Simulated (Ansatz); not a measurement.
# Ru (P6_3/mmc) in Ansatz: a series of runs, part 2 of 2

Ansatz 0.2.0. Earlier steps stand in the parts before.

## (5) Single point, PBE

input.yaml

```yaml
crystal:
  lattice:
    - [2.7058, 0.0, 0.0]
    - [-1.3529, 2.3432915376, 0.0]
    - [0.0, 0.0, 4.2819]
  atoms:
    - { symbol: Ru, position: [0.6666666667, 0.3333333333, 0.75] }
    - { symbol: Ru, position: [0.3333333333, 0.6666666667, 0.25] }
kpoints:
  mp_grid: { grid: [6, 6, 3] }
scf:
  occupations: { method: fermi_dirac, width: 0.06 }
hamiltonian:
  xc: pbe
  pseudopotentials: { kind: all_electron, lapw: { basis_error: 0.004 } }
output:
  forces: true
  stress: true
  eigenvalues: true
```

Potentials or basis: all-electron LAPW, scalar-relativistic.

Command:

```console
$ ansatz run input.yaml --threads 1 --pin off --max-ram 3072MiB --backend cpu --events-out ev --progress --plain --runs-dir out
```

Standard output:

```text
Warning: RAYON_NUM_THREADS=1 ignored (pool sized by the plan → 1); use --threads N
LAPW: plane waves up to 7.966 Å⁻¹, error target 4.0e-3 eV per atom; small_component_spin mean_spin; Ru in spheres of 1.325 Å, 26 of its electrons in bands, Dirac shells [] (how accurate: hamiltonian.pseudopotentials.lapw.basis_error, Limitations)
Engine: ansatz 0.2.0, x86_64-unknown-linux-gnu
Pseudopotentials: kind: all_electron
Pseudopotential: Ru, LAPW, valence charge 26, lapw/all_electron/scalar/gaussian/Ru, Koelling and Harmon's equation, gaussian nucleus
Functional definition: PBE
  parameter kappa = 0.804
  parameter beta = 0.06672455060314922
  exchange = pbe_x(kappa = kappa, mu = beta*pi^2/3)
  correlation = pbe_c(beta = beta)
Crystal: 2 atoms, lattice volume = 27.149 Å³
Basis set: ecut = 241.74346817579934 eV, 245 PW (Γ), exchange–correlation at level 2
Bands: 32, of which v1, the nominal top of the filled ones, is band 26 counted from 1 (25 counted from 0)
[... 22 lines left out ...]
Entropy (-TS):   -0.016794 eV (-8.397 meV/atom)
Fermi energy:    25.721693 eV
--- Per-component energies (eV) ---
  E_band       = -4915.057381
  E_kinetic    = 256426.210589
  E_xc         = -7283.133780
  E_electrostatic = -495733.352055  (all electrons and nuclei)
  E_smearing   = -0.016794  (= −TS)
  E_closure    = 0.000000  (closes the sum)
  E_atoms      = -246571.887780  (free atoms, spherical and without spin; not in F)
  Σ components = -246590.292040   (vs F -246590.292040, Δ=0.00e0)
  Basis errors (estimates in eV, not in F): energy 7.8e-4 per atom: plane waves 7.5e-4 (3.9e-4 summed), levels above the bands 6.2e-89, relativity 8.3e-8, radial functions 3.2e-5, core shells 1.3e-6; eigenvalues (radial functions only) 3.0e-6; not estimated: angular momenta, meshes, grids; target (lapw.basis_error) 4.0e-3; muffin-tin radii Ru 1.325 Å
--- Forces (eV/Å), atoms counted from 1 ---
  atom   1  Ru     0.00000000     0.00000000    -0.00000000
  atom   2  Ru     0.00000000    -0.00000000     0.00000000
  max |Σ_I F_I| component: 9.25e-18 eV/Å
--- Stress (GPa, compression-positive) ---
        6.972565       0.000000      -0.000000
       -0.000000       6.972565      -0.000000
       -0.000000      -0.000000       1.998558
  P = ⅓ Tr σ = 5.3146 GPa (53.146 kbar)
--- Band table (eV; the first three rows and the last of 14) ---
  k-point 0: bands = ["-244.0435", "-244.0435", "-244.0315", "-244.0315", "-244.0315", "-244.0315", "-244.0278", "-244.0278", "-244.0278", "-244.0278", "-47.3782", "-47.1737", "-17.8565", "-16.9336", "-16.9336", "-16.7632", "-16.7632", "-16.7093", "17.7811", "19.5540", "23.1581", "23.1581", "23.3391", "23.8387", "23.8387", "24.3776", "24.3776", "26.9518", "26.9518", "27.0614", "36.0696", "40.5586"]
  k-point 1: bands = ["-244.0435", "-244.0435", "-244.0315", "-244.0315", "-244.0315", "-244.0315", "-244.0278", "-244.0278", "-244.0278", "-244.0278", "-47.3277", "-47.2254", "-17.5798", "-17.0068", "-16.8913", "-16.8913", "-16.8061", "-16.8061", "18.8926", "19.8455", "22.8882", "22.8882", "22.9039", "23.3020", "23.3020", "24.3124", "25.5452", "25.5452", "26.8064", "26.8064", "39.7574", "39.9176"]
  k-point 2: bands = ["-244.0435", "-244.0435", "-244.0315", "-244.0315", "-244.0315", "-244.0315", "-244.0278", "-244.0278", "-244.0278", "-244.0278", "-47.3401", "-47.1595", "-17.7649", "-17.1210", "-16.9953", "-16.9548", "-16.7902", "-16.7535", "18.7342", "20.1967", "22.2510", "23.1238", "23.4547", "23.8550", "23.9681", "24.2730", "24.5808", "24.6412", "27.2520", "31.0333", "35.9023", "41.6190"]
  k-point 13: bands = ["-244.0435", "-244.0435", "-244.0315", "-244.0315", "-244.0315", "-244.0315", "-244.0278", "-244.0278", "-244.0278", "-244.0278", "-47.1572", "-47.1572", "-17.5806", "-17.5806", "-17.4557", "-17.2732", "-16.9568", "-16.9568", "20.9786", "21.1593", "21.1593", "21.9884", "23.0056", "23.0056", "24.4587", "25.3454", "26.9510", "26.9510", "33.7734", "33.7734", "34.9804", "37.7873"]
```

Wall time 7 s (1 thread of Intel Xeon at 2.50GHz (Skylake/Cascade Lake), shared host); peak memory 0.27 GiB.

Results:

| Item | Value |
| --- | --- |
| Free energy | -246590.2920 eV |
| Pressure | 5.3 GPa |
| Band gap on the k mesh | none (metal or under the smearing width) |

Stress tensor (GPa, compression positive):
```
6.97 0.00 0.00
0.00 6.97 0.00
0.00 0.00 2.00
```

Caveat: the k mesh is coarse (spacing up to 0.49 Å⁻¹), so the values aren't converged; the k mesh is thin for a metal, which can move the energy by tens of meV per atom.

## (6) Single point, PBE

input.yaml: that of step 5 with these lines changed.

```diff
@@ -9,8 +9,8 @@
 kpoints:
-  mp_grid: { grid: [6, 6, 3] }
+  mp_grid: { grid: [11, 11, 6] }
 scf:
-  occupations: { method: fermi_dirac, width: 0.06 }
+  occupations: { method: gaussian, width: 0.025 }
 hamiltonian:
   xc: pbe
-  pseudopotentials: { kind: all_electron, lapw: { basis_error: 0.004 } }
+  pseudopotentials: { kind: all_electron, lapw: { basis_error: 0.001 } }
 output:
```

Potentials or basis: all-electron LAPW, scalar-relativistic.

Command:

```console
$ ansatz run input.yaml --threads 1 --pin off --max-ram 3072MiB --backend cpu --events-out ev --progress --plain --runs-dir out
```

Standard output:

```text
Warning: RAYON_NUM_THREADS=1 ignored (pool sized by the plan → 1); use --threads N
LAPW: plane waves up to 8.587 Å⁻¹, error target 1.0e-3 eV per atom; small_component_spin mean_spin; Ru in spheres of 1.325 Å, 26 of its electrons in bands, Dirac shells [] (how accurate: hamiltonian.pseudopotentials.lapw.basis_error, Limitations)
[... 8 set-up lines as earlier in the session ...]
Crystal: 2 atoms, lattice volume = 27.149 Å³
Basis set: ecut = 280.95858530007894 eV, 299 PW (Γ), exchange–correlation at level 2
Bands: 32, of which v1, the nominal top of the filled ones, is band 26 counted from 1 (25 counted from 0)
[... 23 lines left out ...]
Entropy (-TS):   -0.001375 eV (-0.687 meV/atom)
Fermi energy:    25.714162 eV
--- Per-component energies (eV) ---
  E_band       = -4914.393957
  E_kinetic    = 256425.827918
  E_xc         = -7283.187379
  E_electrostatic = -495732.991351  (all electrons and nuclei)
  E_smearing   = -0.001375  (= −TS)
  E_closure    = 0.000000  (closes the sum)
  E_atoms      = -246571.887780  (free atoms, spherical and without spin; not in F)
  Σ components = -246590.352187   (vs F -246590.352187, Δ=0.00e0)
  Basis errors (estimates in eV, not in F): energy 2.0e-4 per atom: plane waves 1.9e-4 (9.7e-5 summed), levels above the bands 0.0e0, relativity 6.7e-8, radial functions 1.3e-5, core shells 1.3e-6; eigenvalues (radial functions only) 1.6e-6; not estimated: angular momenta, meshes, grids; target (lapw.basis_error) 1.0e-3; muffin-tin radii Ru 1.325 Å
--- Forces (eV/Å), atoms counted from 1 ---
  atom   1  Ru    -0.00000000     0.00000000    -0.00000000
  atom   2  Ru    -0.00000000    -0.00000000     0.00000000
  max |Σ_I F_I| component: 2.78e-17 eV/Å
--- Stress (GPa, compression-positive) ---
        4.528222      -0.000000      -0.000000
       -0.000000       4.528222      -0.000000
       -0.000000      -0.000000       4.284643
  P = ⅓ Tr σ = 4.4470 GPa (44.470 kbar)
--- Band table (eV; the first three rows and the last of 64) ---
  k-point 0: bands = ["-244.0236", "-244.0236", "-244.0147", "-244.0147", "-244.0147", "-244.0147", "-244.0102", "-244.0102", "-244.0102", "-244.0102", "-47.3611", "-47.1563", "-17.8498", "-16.9134", "-16.9134", "-16.7428", "-16.7428", "-16.7017", "17.7820", "19.5652", "23.1741", "23.1741", "23.3487", "23.8560", "23.8560", "24.3808", "24.3808", "26.9564", "26.9564", "27.0552", "36.0797", "40.5666"]
  k-point 1: bands = ["-244.0236", "-244.0236", "-244.0147", "-244.0147", "-244.0147", "-244.0147", "-244.0102", "-244.0102", "-244.0102", "-244.0102", "-47.3476", "-47.1702", "-17.7762", "-16.9021", "-16.9021", "-16.7823", "-16.7543", "-16.7543", "18.0892", "19.6646", "23.0228", "23.0228", "23.2003", "23.6818", "23.6818", "24.7739", "24.7739", "26.0994", "26.9632", "26.9632", "37.3530", "40.0698"]
  k-point 2: bands = ["-244.0236", "-244.0236", "-244.0147", "-244.0147", "-244.0147", "-244.0147", "-244.0102", "-244.0102", "-244.0102", "-244.0102", "-47.3105", "-47.2081", "-17.5730", "-16.9995", "-16.8711", "-16.8711", "-16.7858", "-16.7858", "18.8956", "19.8560", "22.9013", "22.9013", "22.9110", "23.3166", "23.3166", "24.3102", "25.5523", "25.5523", "26.8135", "26.8135", "39.7635", "39.9245"]
  k-point 63: bands = ["-244.0236", "-244.0236", "-244.0147", "-244.0147", "-244.0147", "-244.0147", "-244.0102", "-244.0102", "-244.0102", "-244.0102", "-47.1411", "-47.1411", "-17.6239", "-17.6239", "-17.3169", "-17.3169", "-16.9016", "-16.9016", "20.8819", "20.8819", "21.7839", "21.7839", "23.0475", "23.0475", "24.6737", "24.6737", "27.0538", "27.0538", "33.5275", "33.5275", "36.6323", "36.6323"]
```

It took 30 s on 1 thread of Intel Xeon at 2.50GHz (Skylake/Cascade Lake), shared host; peak memory 0.39 GiB.

What came out:

```
Free energy            : -246590.3522 eV
Pressure               : 4.4 GPa
Band gap on the k mesh : none (metal or under the smearing width)
```

Levels at points of the mesh, in eV from the Fermi level:
```csv
k point,band 23,band 24,band 25,band 26,band 27,band 28,band 29,band 30
"(0.00, 0.00, 0.00)",-2.37,-1.86,-1.86,-1.33,-1.33,1.24,1.24,1.34
"(0.00, 0.00, -0.50)",-2.71,-2.71,-2.66,-2.66,0.60,0.60,0.60,0.60
```

## (7) Overview

```tsv
k mesh	cutoff (eV)	smearing	basis error allowed	mesh quality	gap on the mesh (eV)	pressure (GPa)
11 × 11 × 6	281	gaussian 0.022 eV	0.001 eV/atom	not flagged	none	4.4
11 × 11 × 6	281	gaussian 0.018 eV	0.001 eV/atom	not flagged	none	4.4
11 × 11 × 6	281	gaussian 0.016 eV	0.001 eV/atom	not flagged	none	4.4
6 × 6 × 3	242	fermi-dirac 0.06 eV	0.004 eV/atom	coarse	none	5.3
11 × 11 × 6	281	gaussian 0.025 eV	0.001 eV/atom	not flagged	none	4.4
```

Alike in all rows: task single point; level PBE; potentials or basis all-electron LAPW, scalar-relativistic; no spin polarisation; cell as given.

Caveats: some runs use coarse meshes; the k mesh is thin for a metal, which can move the energy by tens of meV per atom (some runs).

Compare energies only between runs with the same functional and basis.
